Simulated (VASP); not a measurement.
A run of VASP 6.6.1 is set up as follows.

The input INCAR:

```
PREC = Accurate
ENCUT = 520
EDIFF = 1E-6
ISMEAR = 0
SIGMA = 0.1
LREAL = False
LASPH = True
NELM = 100
ALGO = Fast
ISIF = 2
LWAVE = False
LCHARG = False
GGA = PS
NBANDS = 22
```

KPOINTS

```
regular mesh
0
Gamma
  10 10 6
```

POSCAR

```
Ti2O
2.9194
    1.000000000000      0.000000000000      0.000000000000
   -0.500000000000      0.866025403782      0.000000000000
    0.000000000000      0.000000000000      1.614372816332
Ti O
2 1
Direct
    0.3333333333      0.6666666667      0.7212600000
    0.6666666667      0.3333333333      0.2787400000
    0.0000000000      0.0000000000      0.0000000000
```

Potentials or basis: VASP PAW PBE potentials, release 54 (Ti_sv, O).

Launch:

```console
$ cat potpaw_PBE.54/Ti_sv/POTCAR potpaw_PBE.54/O/POTCAR > POTCAR
$ mpirun -np 1 vasp_std > vasp.out
```

Q: What does it give for the pressure?

A: 4.8 GPa.

Q: Estimate the largest force.

A: 1.278 eV/Å.

Q: What does it give for the band gap on the k mesh?

A: None (metal or under the smearing width).

Forces on the atoms (eV/Å):
```
Ti   0.000  0.000  1.278
Ti   0.000  0.000 -1.278
O    0.000  0.000  0.000
```

Caveat: the PAW data sets were made with another functional, which shifts forces and pressure a little; semilocal functionals often make such compounds metallic where correlation or magnetic order opens a gap, which also shifts bond lengths.
